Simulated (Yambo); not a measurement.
**SiC (Moissanite): G0W0 quasiparticle levels with PBE**

The system is SiC (Moissanite).

```
CELL_PARAMETERS angstrom
3.15593 0.00000 0.00000
-1.57797 2.73312 0.00000
0.00000 0.00000 5.17918
ATOMIC_POSITIONS crystal
Si 0.66667 0.33333 0.50000
Si 0.33333 0.66667 0.00000
C 0.66667 0.33333 0.88500
C 0.33333 0.66667 0.38500
```

The cell isn't the ideal one: cell stretched.

| Quantity | Value |
| --- | --- |
| Program | Yambo 5.3.0 |
| Task | G0W0 quasiparticle levels |
| Functional | PBE |
| Potentials or basis | PseudoDojo 0.4.1 SR PBE standard |
| Cutoff | 1116 eV |
| Density cutoff | 4463 eV |
| k mesh | 3 × 3 × 4 |
| Occupations | fixed |
| Spin | no spin polarisation |
| k mesh of the self-consistent run | 12 × 12 × 6 |
| Random integration of the Coulomb term | yes |
| Direction of the field or of q to 0 | x + y + z |
| Broadening | 0.1 eV |
| States corrected | Γ and the k points of the band edges |
| Frequency dependence of W | plasmon pole |
| Terminator of the band sum in the self-energy | Bruneval-Gonze |
| Quasiparticle equation | linearised (Newton) |
| Imaginary frequency of the plasmon-pole fit | 27.2114 eV |
| Bands in the response | 158 |
| Bands in the self-energy | 158 |
| Cutoff of the response matrix | 12 Ry |
| Cutoff of exchange and Vxc | 82 Ry |
| Bands corrected (first, last) | [7, 10] |

```json
{
 "Band gap on the k mesh, mean-field level": "2.46 eV, indirect (least direct gap 3.97 eV)",
 "Quasiparticle gap": "3.06 eV",
 "Least direct quasiparticle gap": "4.78 eV",
 "Quasiparticle gap at Γ": "4.78 eV",
 "Band gap of the same states before the correction": "2.46 eV"
}
```

Quasiparticle terms (eV):
| k point | band | Kohn-Sham level | Vxc | Σx | Σc | Z | result |
| --- | --- | --- | --- | --- | --- | --- | --- |
| (0.000, 0.000, 0.000) | 7 | -0.28 | -14.85 | -17.67 | 2.04 | 0.79 | -0.90 |
| (0.000, 0.000, 0.000) | 8 | 0.00 | -14.64 | -16.80 | 1.50 | 0.79 | -0.53 |
| (0.000, 0.000, 0.000) | 9 | 3.97 | -11.94 | -6.68 | -4.90 | 0.80 | 4.25 |
| (0.000, 0.000, 0.000) | 10 | 5.20 | -12.84 | -7.42 | -5.09 | 0.79 | 5.46 |
| (0.333, 0.333, 0.000) | 7 | -3.81 | -12.73 | -16.46 | 2.61 | 0.78 | -4.69 |
| (0.333, 0.333, 0.000) | 8 | -3.81 | -12.73 | -16.46 | 2.61 | 0.78 | -4.69 |
| (0.333, 0.333, 0.000) | 9 | 2.46 | -9.57 | -5.22 | -4.25 | 0.82 | 2.54 |
| (0.333, 0.333, 0.000) | 10 | 7.71 | -11.98 | -6.20 | -5.28 | 0.80 | 8.11 |

Run time: 3.5 min on 1 thread of Intel(R) Xeon(R) 6975P-C (Granite Rapids), on a shared host.

Caveat: the k mesh is coarse (spacing up to 0.77 Å⁻¹), so the values aren't converged; this version prints the column dSc/dw multiplied by 27.2; the terminator is approximate in this version, by hundredths of an eV; the quasiparticle gap listed is the Kohn-Sham gap on the denser mesh of the self-consistent run plus the correction found on the GW mesh, so it differs from the gap in the log; an odd mesh through Γ misses points on the zone boundary, where band edges often lie.
